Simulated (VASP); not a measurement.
# InSe: 3 phases side by side, part 2 of 2

Which of 3 structures of InSe is lowest in energy, and does the functional change the order? Phases are named by their space groups. The structure below is that of the P6_3/mmc phase.

VASP 6.6.1, plane waves and PAW; the level of theory is named at each step.

So far. Step 3 (Energy at another level, r2SCAN): The run ends at a pressure of 3.01 GPa, with forces up to 0.13 eV/Å. Step 4 (Energy at another level, r2SCAN+rVV10): The run ends at a pressure of 2.28 GPa, with forces up to 0.087 eV/Å.

The database entry behind the starting cell differs from later determinations by our own check (c about 1.7 % long), so it need not match the best structure at ambient conditions.

## (5) Energy at another level, LDA

The relaxed cell is held, and its energy is taken at another level.

Level: LDA; plane waves and PAW (In_d, Se).

Input file INCAR:

```
SYSTEM = InSe
PREC = Accurate
ENCUT = 450
EDIFF = 1E-06
NELM = 100
ISMEAR = 0
SIGMA = 0.02
LREAL = .FALSE.
ALGO = Normal
GGA = CA
NBANDS = 47
LASPH = .TRUE.
LORBIT = 11
LWAVE = .FALSE.
LCHARG = .FALSE.
KPAR = 4
```

Input file POSCAR:

```
InSe
1.0
    3.9555413762      0.0000000002      0.0000000000
   -1.9777706928      3.4255993149      0.0000000000
    0.0000000000      0.0000000000     16.3173904652
In Se
4 4
Direct
    0.3333333330      0.6666666670      0.1657263933
    0.6666666670      0.3333333330      0.6657263933
    0.3333333330      0.6666666670      0.3342736067
    0.6666666670      0.3333333330      0.8342736067
    0.3333333330      0.6666666670      0.5863912152
    0.6666666670      0.3333333330      0.0863912152
    0.3333333330      0.6666666670      0.9136087848
    0.6666666670      0.3333333330      0.4136087848
```

Input file KPOINTS:

```
Automatic mesh
0
Gamma
7 7 2
0 0 0
```

Potentials, in the order of the species: In_d and Se (PBE family, release 64).

Started as:

```bash
$ mpirun -np 4 vasp_std
```

What it wrote:

```text
[banner, memory and clock lines left out]
running    4 mpi-ranks, on    1 nodes
[...]
[... a notice as in an earlier step ...]

 LDA part: xc-table for (Slater(with rela. corr.)+CA(PZ))
 , standard interpolation
 POSCAR, INCAR and KPOINTS ok, starting setup
[...]
entering main loop
       N       E                     dE             d eps       ncg     rms          rms(c)
DAV:   1     0.753989445219E+03    0.75399E+03   -0.31268E+04  1504   0.166E+03
DAV:   2     0.801326132110E+02   -0.67386E+03   -0.65542E+03  1512   0.452E+02
DAV:   3    -0.274200575828E+02   -0.10755E+03   -0.10380E+03  1828   0.194E+02
DAV:   4    -0.343549864791E+02   -0.69349E+01   -0.68807E+01  1792   0.484E+01
[...]
DAV:  11    -0.335079092686E+02    0.11529E-05   -0.86557E-04  1746   0.152E-01    0.232E-02
DAV:  12    -0.335079129709E+02   -0.37023E-05   -0.61815E-05  2402   0.399E-02    0.331E-02
DAV:  13    -0.335079137982E+02   -0.82725E-06   -0.36328E-06  1411   0.158E-02
   1 F= -.33507914E+02 E0= -.33507914E+02  d E =-.631940E-13
```

Wall time 18 s (4 MPI ranks of Intel Xeon 6975P-C (Granite Rapids), shared host); peak memory 1.1 GiB.

Parts of OUTCAR (step 5):

```text
  Total        0.3937606      0.3937606     -0.0342635     -0.0000000     -0.0000000     -0.0000000
  in kB        2.8533145      2.8533145     -0.2482839     -0.0000000     -0.0000000     -0.0000000
  external PRESSURE =       1.8194484 kB  Pullay stress =       0.0000000 kB

 POSITION                                       TOTAL-FORCE (eV/Angst)
 -----------------------------------------------------------------------------------
     -0.00000      2.28373      2.70422        -0.000000      0.000000     -0.018830
      1.97777      1.14187     10.86292        -0.000000     -0.000000     -0.018830
     -0.00000      2.28373      5.45447        -0.000000      0.000000      0.018830
      1.97777      1.14187     13.61317         0.000000     -0.000000      0.018830
     -0.00000      2.28373      9.56837        -0.000000     -0.000000      0.116786
      1.97777      1.14187      1.40968         0.000000      0.000000      0.116786
     -0.00000      2.28373     14.90771        -0.000000     -0.000000     -0.116786
      1.97777      1.14187      6.74902         0.000000      0.000000     -0.116786
 -----------------------------------------------------------------------------------
    total drift:                                0.000001     -0.000000      0.000001

  FREE ENERGIE OF THE ION-ELECTRON SYSTEM (eV)
  ---------------------------------------------------
  free  energy   TOTEN  =       -33.5079137982 eV

  energy  without entropy=      -33.5079137982  energy(sigma->0) =      -33.50791380

[... 2 parts as in an earlier step ...]

[... 1 further part left out ...]
[key lines of the parts left out:]
E-fermi :   4.4579
```

Read from the output:

```
energy(sigma→0) of the program : -33.5079 eV
stress, compression positive   : xx, yy, zz 0.29, 0.29, -0.02 GPa
```

The run ends at a pressure of 0.18 GPa, with forces up to 0.12 eV/Å.

## (6) The table

Notes on database entries: that of P6_3/mmc InSe differs from later determinations by our own check (c about 1.7 % long).

Hybrid runs start from orbitals of a short PBEsol run, not shown.

The LDA runs use the data sets made with PBE.

The other members went through these steps as far as the tables show, with one cutoff; 17 runs are not shown. The session took 3.8 core hours (wall time by ranks) on a shared machine.

Gaps are left out of the table: they were read on meshes alone, which can miss band edges, and a phase here has under a picked 1.5 eV.

Energies from the C2/m phase; other levels are single points on the cells relaxed at PBEsol+D3(BJ).

```
   phase  atoms  space group at the start  space group relaxed  volume (Å³/f.u.)  energy, PBEsol+D3(BJ) (meV/f.u.)  energy, r2SCAN (meV/f.u.)  energy, r2SCAN+rVV10 (meV/f.u.)  energy, LDA (meV/f.u.)
    C2/m      4                        12                   12              47.7                               0.0                        0.0                              0.0                     0.0
     R3m      4                       160                  160              54.8                              61.7                     -104.6                            -55.1                   -10.8
P6_3/mmc      8                       194                  194              55.3                              67.1                     -111.1                            -58.3                    -7.1
```

## (7) Outcome

```
lowest at PBEsol+D3(BJ) : C2/m, 61.7 meV/f.u. under R3m
lowest at r2SCAN        : P6_3/mmc, 6.5 meV/f.u. under R3m
lowest at r2SCAN+rVV10  : P6_3/mmc, 3.2 meV/f.u. under R3m
lowest at LDA           : R3m, 3.7 meV/f.u. under P6_3/mmc
```

**Reading.** The smallest margin is 1.6 meV per atom, near what these settings resolve. The single points sit under pressure or tension of up to 4.4 GPa in size, which can shift small margins between phases of unlike volume. The levels disagree on the lowest phase: C2/m, P6_3/mmc and R3m. Meshes were set by a spacing in reciprocal space, rounded up for each cell and run, and were not tested; margins of about 10 meV per atom that involve metallic or gapless phases need denser ones. Dielectric columns are linear response at the first level, on meshes of their own. Only the first level is at its own zero pressure; the others are single points under whatever pressure they find in these cells, which can shift small differences. Vibrations, surfaces and strain are left out.

[Lines on the potential files, build, host, timing and source positions are cut from VASP's logs without a mark.]

[Logs are printed without paths, hosts, clocks, repeated set-up lines and the standing remarks that a program may print on its own settings, such as how far it seeks lower states.]

[Hosts, paths, dates, database ids (printed as entryN), source tags and the programs' standing remarks are cut or masked in the printed files.]
